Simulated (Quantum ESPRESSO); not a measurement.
# Hf: phonons with BLYP

Crystal: Hf.

```
Hf
1.0
     3.19670    0.00000    0.00000
    -1.59835    2.76842    0.00000
     0.00000    0.00000    5.05780
Hf
2
Direct
  0.66667 0.33333 0.75000
  0.33333 0.66667 0.25000
```

- Program: Quantum ESPRESSO 7.5
- Task: phonons
- Functional: BLYP
- Potentials or basis: PseudoDojo 0.4.1 SR PBE standard
- Cutoff: 789 eV
- Density cutoff: 3157 eV
- k mesh: 8 × 8 × 4
- Occupations: cold, width 0.2 eV
- Spin: no spin polarisation
- Mixing beta: 0.5
- Most SCF iterations: 120
- SCF threshold: 4e-10 Ry

```json
{"Relaxed volume": "22.99 Å³/atom", "Relaxed cell": "a = 3.230 Å, b = 3.230 Å, c = 5.090 Å, α = 90.00°, β = 90.00°, γ = 120.00°", "Space group after relaxing (to 0.05 Å)": "P6_3/mmc (No. 194)", "Pressure after relaxing": "0.0 GPa", "Band gap on the k mesh": "none (metal or under the smearing width)", "Highest phonon frequency at Γ": "103 cm⁻¹"}
```

The path:
| step | energy change (eV) | largest force (eV/Å) | pressure (GPa) | volume (Å³) |
| --- | --- | --- | --- | --- |
| 1 | 0.0000 | 0.0000 | 3.00 | 44.76 |
| 2 | -0.0091 | 0.0000 | 1.25 | 45.45 |
| 3 | -0.0112 | 0.0000 | 0.04 | 45.96 |
| 4 | -0.0113 | 0.0000 | -0.01 | 45.98 |
| 5 | -0.0113 | 0.0000 | -0.03 | 45.99 |
| 6 | -0.0113 | 0.0000 | -0.02 | 45.99 |
| 7 | -0.0113 | 0.0000 | 0.00 | 45.98 |

Final structure:
```yaml
crystal:
  lattice:
    - [3.22971, 0.00000, 0.00000]
    - [-1.61486, 2.79701, 0.00000]
    - [0.00000, 0.00000, 5.09019]
  atoms:
    - { symbol: Hf, position: [0.66667, 0.33333, 0.75000] }
    - { symbol: Hf, position: [0.33333, 0.66667, 0.25000] }
```

Levels at points of the mesh, in eV from the Fermi level:
```tsv
k point	band 10	band 11	band 12	band 13	band 14	band 15
(0.00, 0.00, 0.00)	-3.64	0.76	1.04	1.04	1.34	1.82
(0.00, 0.00, -0.50)	-5.27	0.11	0.11	0.92	0.92	0.92
(0.00, -0.50, 0.00)	-2.67	-2.15	-0.77	0.66	0.83	1.60
(0.00, -0.50, -0.50)	-3.32	-1.00	-1.00	1.20	1.20	2.46
```

Phonon frequencies in cm⁻¹ (negative: imaginary):
| q point | frequencies |
| --- | --- |
| (0.000, 0.000, 0.000) | 11 11 11 77 77 103 |

Optical modes at Γ, degenerate ones joined:
```tsv
cm⁻¹	components	symmetry	active in
77	2	E2g	Raman
103	1	B1g	silent
```

Run time: 2 min on 4 MPI ranks on Arm Neoverse V1, with other jobs on the host, peak memory 0.28 GiB a rank.

Caveat: the mesh is thin for the phonons of a metal; the potentials were made for another functional, which shifts forces and pressure. Spin-orbit coupling is left out, which matters for the levels of Hf.
